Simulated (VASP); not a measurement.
# LaH3 (Fm-3m) in VASP: a series of runs, part 2 of 2

VASP 6.6.1. The steps go on from the part before.

## Step 3: Single point, LDA

File INCAR:

```
PREC = Accurate
ENCUT = 450
EDIFF = 0.01
ISMEAR = 0
SIGMA = 0.05
LREAL = F
LASPH = T
NELM = 100
ALGO = Normal
ISIF = 2
LWAVE = F
LCHARG = F
GGA = CA
NBANDS = 15
ADDGRID = F
```

File KPOINTS:

```
regular mesh
0
Gamma
  4 4 4
```

File POSCAR:

```
LaH3
1.0
    0.0000000000      2.7864794500      2.7864794500
    2.7864794500      0.0000000000      2.7864794500
    2.7864794500      2.7864794500      0.0000000000
La H
1 3
Direct
    0.0000000000      0.0000000000      0.0000000000
    0.2500000000      0.2500000000      0.2500000000
    0.7500000000      0.7500000000      0.7500000000
    0.5000000000      0.5000000000      0.5000000000
```

Potentials or basis: VASP PAW LDA potentials, release 64 (La, H).

Command:

```sh
> cat potpaw_LDA.64/La/POTCAR potpaw_LDA.64/H/POTCAR > POTCAR
> mpirun -np 1 vasp_std > vasp.out
```

OUTCAR:

```text
PREC = Accurate
   ENCUT = 450
   EDIFF = 0.01
   ISMEAR = 0
   LREAL = F
   LASPH = T
   NELM = 100
   ISIF = 2
   GGA = CA

 Found      8 irreducible k-points:

 Following reciprocal coordinates:
            Coordinates               Weight
  0.000000  0.000000  0.000000      1.000000
  0.250000  0.000000  0.000000      8.000000
  0.500000  0.000000  0.000000      4.000000
  0.250000  0.250000  0.000000      6.000000
  0.500000  0.250000  0.000000     24.000000
 -0.250000  0.250000  0.000000     12.000000
   k-points           NKPTS =      8   k-points in BZ     NKDIM =      8   number of bands    NBANDS=     15
   number of dos      NEDOS =    301   number of ions     NIONS =      4
   total plane-waves  NPLWV =  21952
   dimension x,y,z NGX =    28 NGY =   28 NGZ =   28
   dimension x,y,z NGXF=    56 NGYF=   56 NGZF=   56
   ions per type =               1   3
   NGX,Y,Z   is equivalent  to a cutoff of  11.81, 11.81, 11.81 a.u.
   NGXF,Y,Z  is equivalent  to a cutoff of  23.62, 23.62, 23.62 a.u.
 SYSTEM =  unknown system
   PREC   = accura    normal or accurate (medium, high low for compatibility)
   ISTART =      0    job   : 0-new  1-cont  2-samecut
   ICHARG =      2    charge: 1-file 2-atom 10-const
   ISPIN  =      1    spin polarized calculation?
   LNONCOLLINEAR =      F non collinear calculations
   LSORBIT =      F    spin-orbit coupling
   LASPH  =      T    aspherical Exc in radial PAW
   ENCUT  =  450.0 eV  33.07 Ry    5.75 a.u.   6.82  6.82  6.82*2*pi/ulx,y,z
   NELM   =    100;   NELMIN=  2; NELMDL= -5     # of ELM steps
   EDIFF  = 0.1E-01   stopping-criterion for ELM
   LREAL  =      F    real-space projection
   EDIFFG = 0.1E+00   stopping-criterion for IOM
   NSW    =      0    number of steps for IOM
   IBRION =     -1    ionic relax: 0-MD 1-quasi-New 2-CG
   NFREE  =      0    steps in history (QN), initial steepest desc. (CG)
   ISIF   =      2    stress and relaxation
   ISYM   =      2    0-nonsym 1-usesym 2-fastsym
   POTIM  = 0.5000    time-step for ionic-motion
   TEBEG  =    0.0;   TEEND  =   0.0 temperature during run
   PSTRESS=    0.0 pullay stress
   NELECT =      14.0000    total number of electrons
   NUPDOWN=      -1.0000    fix difference up-down
   EMIN   =  10.00;   EMAX   =-10.00  energy-range for DOS
   EFERMI =   0.00;   METHOD = LEGACY
   ISMEAR =     0;   SIGMA  =   0.05  broadening in eV -4-tet -1-fermi 0-gaus
   EFERMI_NEDOS =   21; number of points for ismear=-14 and -15
   IALGO  =     38    algorithm
   IMIX   =      4    mixing-type and parameters
     AMIX     =   0.40;   BMIX     =  1.00
     AMIX_MAG =   1.60;   BMIX_MAG =  1.00
  volume/ion in A,a.u.               =      10.82        73.00
  Fermi-wavevector in a.u.,A,eV,Ry     =   1.123876  2.123817 17.185477  1.263097
  Thomas-Fermi vector in A             =   2.260545
   LORBIT       =      0    0 simple, 1 ext, 2 COOP (PROOUT), +10 PAW based schemes
   GGA     = CA    functional components
   LHFCALC =     F    Hartree Fock is set to
   AEXX    =    0.0000 exact exchange contribution
   IVDW    =     0    specifies the selected vdW correction
   LEPSILON=     F    determine dielectric tensor
   LRPA    =     F    only Hartree local field effects (RPA)
 non-spin polarized calculation
 Gauss-broadening in eV      SIGMA  =   0.05
  energy-cutoff  :      450.00
  volume of cell :       43.27
 maximum number of plane-waves:       960
   NGX = 13   NGY = 13   NGZ = 13

 number of electron      14.0000001 magnetization

 Free energy of the ion-electron system (eV)
  ---------------------------------------------------
  ext. energy  EPLUGINS =         0.00000000
  ---------------------------------------------------
  free energy    TOTEN  =       -18.53379855 eV

  energy without entropy =      -18.53197905  energy(sigma->0) =      -18.53288880

 E-fermi :   7.6164     XC(G=0): -10.2977

 val. band max:        6.2573980753   @ k =   0.2500   0.0000   0.0000
 cond. band min:       7.6570920718   @ k =   0.5000   0.0000   0.0000
 fundamental gap:      1.3996939966
 Fermi energy:         7.6164372652

 k-point     1 :       0.0000    0.0000    0.0000
  band No.  band energies     occupation
      1     -25.6433      2.00000
      2      -8.9285      2.00000
      3      -8.9285      2.00000
      4      -8.9285      2.00000
      5      -0.4588      2.00000
      6       4.6651      2.00000
      7       7.8212      0.00000
      8       7.8212      0.00000
      9       7.8212      0.00000
     10       8.1365      0.00000
     11       8.6988      0.00000
     12       8.6988      0.00000
     13       8.6988      0.00000
     14       9.2797      0.00000
     15       9.2797      0.00000

 k-point     2 :       0.2500    0.0000    0.0000
  band No.  band energies     occupation
      1     -25.5787      2.00000
      2      -9.5735      2.00000
      3      -8.9941      2.00000
      4      -8.9941      2.00000
      5       0.8064      2.00000
      6       3.4962      2.00000
      7       6.2574      2.00000
      8       7.9617      0.00000
      9       7.9617      0.00000
     10       8.6796      0.00000
     11       8.6797      0.00000
     12       9.0136      0.00000
     13       9.2422      0.00000
     14       9.2422      0.00000
     15       9.2870      0.00000

 k-point     3 :       0.5000    0.0000    0.0000
  band No.  band energies     occupation
      1     -25.5126      2.00000
      2     -10.1229      2.00000
      3      -9.0581      2.00000
      4      -9.0581      2.00000
      5       1.5608      2.00000
      6       3.5971      2.00000
      7       5.4669      2.00000
      8       7.6571      0.25019
      9       7.6571      0.24981
     10       8.7733      0.00000
     11       8.7733      0.00000
     12       9.1759      0.00000
     13       9.1759      0.00000
     14       9.1780      0.00000
     15       9.2943      0.00000

 k-point     4 :       0.2500    0.2500    0.0000
  band No.  band energies     occupation
      1     -25.5575      2.00000
      2      -9.5677      2.00000
      3      -9.1134      2.00000
      4      -9.1134      2.00000
      5       1.2286      2.00000
      6       2.9494      2.00000
      7       5.2815      2.00000
      8       8.4311      0.00000
      9       8.4312      0.00000
     10       8.9212      0.00000
     11       8.9415      0.00000
     12       8.9415      0.00000
     13       9.0101      0.00000
     14       9.4178      0.00000
     15       9.8662      0.00000

 k-point     5 :       0.5000    0.2500    0.0000
  band No.  band energies     occupation
      1     -25.4916      2.00000
      2      -9.9221      2.00000
      3      -9.3856      2.00000
      4      -9.1764      2.00000
      5       2.3181      2.00000
      6       2.9080      2.00000
      7       4.0432      2.00000
      8       8.4454      0.00000
      9       8.5726      0.00000
     10       8.8305      0.00000
     11       8.9624      0.00000
     12       9.1242      0.00000
     13       9.1249      0.00000
     14       9.2304      0.00000
     15       9.8189      0.00000

 k-point     6 :      -0.2500    0.2500    0.0000
  band No.  band energies     occupation
      1     -25.5133      2.00000
      2      -9.8016      2.00000
      3      -9.4176      2.00000
      4      -9.0596      2.00000
      5       2.2113      2.00000
      6       3.1778      2.00000
      7       4.1214      2.00000
      8       8.2901      0.00000
      9       8.5473      0.00000
     10       8.6764      0.00000
     11       8.9729      0.00000
     12       9.1168      0.00000
     13       9.1276      0.00000
     14       9.1960      0.00000
     15       9.6167      0.00000

 [... further k-points ...]

------------------------ aborting loop because EDIFF is reached ----------------------------------------

  FORCE on cell =-STRESS in cart. coord.  units (eV):
  Direction    XX          YY          ZZ          XY          YZ          ZX
  --------------------------------------------------------------------------------------
  -------------------------------------------------------------------------------------
  Total       -1.2860504     -1.2860504     -1.2860504     -0.0000000     -0.0000000      0.0000000
  in kB      -47.6179899    -47.6179899    -47.6179899     -0.0000000     -0.0000000      0.0000000
  external PRESSURE =     -47.6179899 kB  Pullay stress =       0.0000000 kB

 VOLUME and BASIS-vectors are now :
 -----------------------------------------------------------------------------
  energy-cutoff  :      450.00
  volume of cell :       43.27
      direct lattice vectors                 reciprocal lattice vectors
     0.000000000  2.786479450  2.786479450    -0.179437892  0.179437892  0.179437892
     2.786479450  0.000000000  2.786479450     0.179437892 -0.179437892  0.179437892
     2.786479450  2.786479450  0.000000000     0.179437892  0.179437892 -0.179437892

 POSITION                                       TOTAL-FORCE (eV/Angst)
 -----------------------------------------------------------------------------------
      0.00000      0.00000      0.00000         0.000000      0.000000      0.000000
      1.39324      1.39324      1.39324         0.000000     -0.000000     -0.000000
      4.17972      4.17972      4.17972        -0.000000     -0.000000     -0.000000
      2.78648      2.78648      2.78648         0.000000      0.000000      0.000000
 -----------------------------------------------------------------------------------
    total drift:                               -0.000000     -0.000000      0.000000

  FREE ENERGIE OF THE ION-ELECTRON SYSTEM (eV)
  ---------------------------------------------------
  free  energy   TOTEN  =       -18.5337985522 eV

  energy  without entropy=      -18.5319790470  energy(sigma->0) =      -18.53288880
```

It took 6.6 s on 1 thread of Intel Xeon Platinum 8488C (Sapphire Rapids), shared host; peak memory 0.14 GiB.

The run converged, but some of its settings lie outside the range that counts as converged, so its numbers aren't taken as properties of the crystal.

Results:

```yaml
Free_energy: -18.5338 eV
Pressure: -4.8 GPa
Band_gap_on_the_k_mesh: none (metal or under the smearing width)
```

Caveat: the k mesh is coarse (spacing up to 0.49 Å⁻¹), so the values aren't converged.

## Step 4: Single point, LDA

INCAR is that of step 3.

KPOINTS is that of step 3.

File POSCAR:

```
LaH3
1.0
    0.0000000000      2.7864794500      2.7864794500
    2.7864794500      0.0000000000      2.7864794500
    2.7864794500      2.7864794500      0.0000000000
La H
1 3
Direct
    0.0010720000     -0.0024160000     -0.0049440000
    0.2532360000      0.2274950000      0.2357170000
    0.7573300000      0.7385030000      0.7643790000
    0.4948670000      0.5128930000      0.4979460000
```

Command:

```sh
> cat potpaw_LDA.64/La/POTCAR potpaw_LDA.64/H/POTCAR > POTCAR
> mpirun -np 1 vasp_std > vasp.out
```

It took 12 s on 1 thread of Intel Xeon Platinum 8488C (Sapphire Rapids), shared host; peak memory 0.15 GiB.

The run converged, but some of its settings lie outside the range that counts as converged, so its numbers aren't taken as properties of the crystal.

What came out:

```
Free energy            : -18.5061 eV
Pressure               : -5.5 GPa
Largest force          : 0.337 eV/Å
Band gap on the k mesh : none (metal or under the smearing width)
```

Caveat: the k mesh is coarse (spacing up to 0.49 Å⁻¹), so the values aren't converged.

## Step 5: Single point, LDA

Changes to INCAR since step 4:

```diff
@@ -2,3 +2,3 @@
 ENCUT = 450
-EDIFF = 0.01
+EDIFF = 0.001
 ISMEAR = 0
```

KPOINTS is that of step 4.

File POSCAR:

```
LaH3
1.0
    0.0000000000      2.7864794500      2.7864794500
    2.7864794500      0.0000000000      2.7864794500
    2.7864794500      2.7864794500      0.0000000000
La H
1 3
Direct
    0.0000000000      0.0000000000      0.0000000000
    0.2500000000      0.2500000000      0.2500000000
    0.7500000000      0.7500000000      0.7500000000
    0.5000000000      0.5000000000      0.5000000000
```

Command:

```sh
> cat potpaw_LDA.64/La/POTCAR potpaw_LDA.64/H/POTCAR > POTCAR
> mpirun -np 1 vasp_std > vasp.out
```

It took 6.6 s on 1 thread of Intel Xeon Platinum 8488C (Sapphire Rapids), shared host; peak memory 0.14 GiB.

The run converged, but some of its settings lie outside the range that counts as converged, so its numbers aren't taken as properties of the crystal.

Results:

| Property | Result |
| --- | --- |
| Free energy | -18.5339 eV |
| Pressure | -4.7 GPa |
| Band gap on the k mesh | none (metal or under the smearing width) |

Caveat: the k mesh is coarse (spacing up to 0.49 Å⁻¹), so the values aren't converged.
